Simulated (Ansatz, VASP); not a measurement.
**SiO2 in VASP and in Ansatz**

```
Si O
1.0
     4.01799    0.00000    0.00000
     0.00000    4.01799    0.00000
     0.00000    0.00000    2.56200
Si O
2 4
Direct
  0.50000 0.50000 0.50000
  0.00000 0.00000 0.00000
  0.69389 0.69389 0.00000
  0.19389 0.80611 0.50000
  0.30611 0.30611 0.00000
  0.80611 0.19389 0.50000
```

Change from the starting cell: strain -0.040 along x and y, -0.040 along z, atoms carried along.

Alike in both runs: task single point; functional r2SCAN; k mesh 6 × 6 × 8; occupations gaussian, width 0.05 eV; no spin polarisation.

```csv
,VASP,Ansatz
version,VASP 6.6.1,Ansatz 0.2.0
potentials or method,"VASP PAW PBE potentials, release 64 (Si, O)","scalar-relativistic, plane waves, PAW"
plane-wave cutoff (eV),520,500
valence electrons in the cell,32,32
```

VASP gave:

* gap on the k mesh at the Fermi level (eV): 8.09
* least direct gap on the mesh (eV): 8.09
* pressure (GPa): 53.8
* largest component of the traceless stress (GPa): 8.07
* rms of the force components (eV/Å): 0.481

Question: What did Ansatz give for the same quantities?

Answer: gap on the k mesh at the Fermi level (eV): 8.13; least direct gap on the mesh (eV): 8.13; pressure (GPa): 53.0; largest component of the traceless stress (GPa): 7.18; rms of the force components (eV/Å): 0.464.

Atom by atom the forces differ by 0.017 eV/Å (rms over components). The functional is the same, so the differences come from potentials, cutoffs and numerics.

Caveats: so large a pressure means that the cell lies far from this level's equilibrium, or that cutoff or potentials fall short (VASP); the potentials were made for another functional, which shifts forces and pressure (VASP). A k mesh can miss the band edges.
